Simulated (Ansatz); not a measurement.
Zone-centre phonons of ZrS$_{2}$ at 16 GPa: input and output

All numbers below come from DFT PBE+D3(BJ), scalar-relativistic, plane waves, PAW (Ansatz 0.2.0).

Launched with:
```bash
ansatz run input.yaml --threads 1 --pin off --max-ram 3072MiB --backend cpu --events-out ev --progress --plain --runs-dir out
```

Input (bare energies are in eV):
```yaml
crystal:
  lattice:
    - [3.4175725807, 0.0, 0.0]
    - [-1.7087862903, 2.9597046742, 0.0]
    - [0.0, 0.0, 5.1909609527]
  atoms:
    - { symbol: Zr, position: [0.0, 0.0, 0.0] }
    - { symbol: S, position: [0.3333333333, 0.6666666667, 0.2905922235] }
    - { symbol: S, position: [0.6666666667, 0.3333333333, 0.7094077765] }
basis:
  ecutwfc: 420
kpoints:
  mp_grid: { grid: [12, 12, 8] }
hamiltonian:
  xc: pbe
  dispersion: d3bj
scf:
  occupations: { method: fermi_dirac, width: 0.15 }
output:
  eigenvalues: true
phonons:
  method: dfpt
  eigenvectors: true
```

The end of the output:
```
--- Phonons (Γ-DFPT): 4 representative perturbations + reference, on 320 of 1152 k-points (Σ response iterations 12) ---
  k mesh reduced under 2 symmetry operations, with k and −k counted as one. Each operation leaves every solved perturbation unchanged. A smaller set is not used because it would not reduce the number of displacements ...
  ASR residual: 2.831e-4 → 0.000e0 eV/Å²; symmetrization residual: 3.740e-6 eV/Å²
  pairwise dispersion correction: d3bj (s6 = 1.0, s8 = 0.7875, a1 = 0.4289, a2_bohr = 4.4407), with the weights of each atom's references fixed at the reference crystal's, and the forces and stress that the weights' published response gives ...
  ASR residual per site (eV/Å²): 2.83e-4 4.88e-5 4.88e-5
  Γ frequencies (cm⁻¹): 0.00 0.00 0.00 207.48 207.48 270.40 270.40 382.28 390.76
  non-analytic LO–TO correction: not included (Born effective charges unavailable; polar crystals: no LO–TO splitting at Γ)
```

Time: 75 s on 1 thread of AMD EPYC 7R43 64-Core Processor (Zen 3), on a shared host, peak memory 1.2 GiB.

In a metal, frequencies and elastic constants depend on the k mesh and the smearing, soft modes and shear constants most. A semilocal functional can close a gap that the real compound has.